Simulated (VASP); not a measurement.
VASP 6.6.1 run: BaO

INCAR

```
PREC = High
LWAVE = .FALSE.
ENCUT = 520
EDIFF = 1E-7
LREAL = .FALSE.
NBANDS = 15
IBRION = -1
MAGMOM = -3 3
METAGGA = R2SCAN
SIGMA = 0.01
ISMEAR = 0
LCHARG = .FALSE.
NELM = 120
LASPH = .TRUE.
ALGO = Normal
ISPIN = 2
NSW = 0
ISIF = 2
```

KPOINTS

```
KPOINTS created by Atomic Simulation Environment
0
Gamma
8 8 8
0 0 0
```

POSCAR

```
Ba O
 1.0000000000000000
     0.0000000000000000    2.8273815351999998    2.8273815351999998
     2.8273815351999998    0.0000000000000000    2.8273815351999998
     2.8273815351999998    2.8273815351999998    0.0000000000000000
 Ba  O
   1   1
Cartesian
  0.0000000000000000  0.0000000000000000  0.0000000000000000
  2.8273815351999998  2.8273815351999998  2.8273815351999998
```

The recommended PBE PAW datasets give the neutral cell 16 valence electrons.

Command

```
mpirun -np 1 vasp_std
```

OSZICAR

```
N       E                     dE             d eps       ncg     rms          rms(c)
DAV:   1     0.559315363740E+02    0.55932E+02   -0.79833E+03  1740   0.101E+03
DAV:   2    -0.359493138003E+02   -0.91881E+02   -0.82463E+02  2458   0.204E+02
DAV:   3    -0.399840790990E+02   -0.40348E+01   -0.40096E+01  2282   0.429E+01
DAV:   4    -0.400287760079E+02   -0.44697E-01   -0.44690E-01  2048   0.464E+00
DAV:   5    -0.400296568570E+02   -0.88085E-03   -0.88084E-03  2216   0.540E-01    0.168E+01
DAV:   6    -0.376719033130E+02    0.23578E+01   -0.46046E+00  2107   0.207E+01    0.381E+00
DAV:   7    -0.378361368642E+02   -0.16423E+00   -0.14617E+00  1838   0.999E+00    0.336E+00
DAV:   8    -0.378167122093E+02    0.19425E-01   -0.19120E-01  2099   0.362E+00    0.144E+00
DAV:   9    -0.378242511695E+02   -0.75390E-02   -0.11441E-01  2153   0.306E+00    0.622E-01
DAV:  10    -0.378151158669E+02    0.91353E-02   -0.17690E-02  2382   0.104E+00    0.219E-01
DAV:  11    -0.378144463070E+02    0.66956E-03   -0.26677E-03  2369   0.378E-01    0.887E-02
DAV:  12    -0.378144550524E+02   -0.87453E-05   -0.47487E-04  2274   0.178E-01    0.523E-02
DAV:  13    -0.378144401637E+02    0.14889E-04   -0.91914E-05  2181   0.891E-02    0.178E-02
DAV:  14    -0.378144424550E+02   -0.22914E-05   -0.17488E-05  2275   0.299E-02    0.583E-03
DAV:  15    -0.378144418603E+02    0.59470E-06   -0.38563E-06  1943   0.153E-02    0.330E-03
DAV:  16    -0.378144413370E+02    0.52337E-06   -0.27171E-07  1971   0.484E-03    0.186E-03
DAV:  17    -0.378144412231E+02    0.11384E-06   -0.21139E-07  1676   0.299E-03    0.424E-04
DAV:  18    -0.378144412365E+02   -0.13365E-07   -0.12560E-08   968   0.942E-04
   1 F= -.37814441E+02 E0= -.37814441E+02  d E =-.110979-134  mag=     0.0000
```

Standard output (part)

```
POSCAR found type information on POSCAR BaO
 POSCAR found :  2 types and       2 ions
 LDA part: xc-table for (None), standard interpolation
 POSCAR, INCAR and KPOINTS ok, starting setup
 WAVECAR not read
 entering main loop
```

It converged. Results: pressure -2.6 GPa; magnetic moment of the cell 0.00 μB.

For comparison, a separate r²SCAN run of the intended cell, on usual settings and not on those above, gives a gap of 2.50 eV on its mesh and a pressure of -2.6 GPa.

The run above took about 2.3 min on one core of a shared host (Intel Xeon Platinum 8488C) and held 0.16 GiB at most.
